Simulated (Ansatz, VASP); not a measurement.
Ir in VASP and in Ansatz

```xyz
1
Lattice="0.0000 1.9197 1.8813 1.9197 0.0000 1.8813 1.9197 1.9197 0.0000" Properties=species:S:1:pos:R:3 pbc="T T T"
Ir    0.0000    0.0000    0.0000
```

Change from the starting cell: zz strain of -2 %, crystal datasets.

Alike in both runs: task electric field gradients; functional PBEsol; k mesh 18 × 18 × 18; occupations fermi-dirac, width 0.05 eV; no spin polarisation.

```csv
,VASP,Ansatz
version,VASP 6.6.1,Ansatz 0.2.0
potentials or method,"VASP PAW PBE potentials, release 64 (Ir), cutoff 520 eV","all-electron PAW with datasets made for the crystal, scalar-relativistic"
```

VASP gave:

```
pressure (GPa)                                                 : 6.5
largest component of the traceless stress (GPa)                : 5.50
Vzz of the field gradient on the site that differs most (V/Å²) : -15.4
```

Which values does Ansatz return?

Pressure (GPa): 5.3; largest component of the traceless stress (GPa): 5.51; Vzz of the field gradient on the site that differs most (V/Å²): -16.2.

Ansatz ran all-electron here, so the differences hold the error of VASP's frozen core and of both bases. Ansatz warned: «gradients_without_spin_orbit».

Caveats: the PAW data sets were made with another functional, which shifts forces and pressure a little (VASP). Spin-orbit coupling is left out, which matters for the levels of Ir.
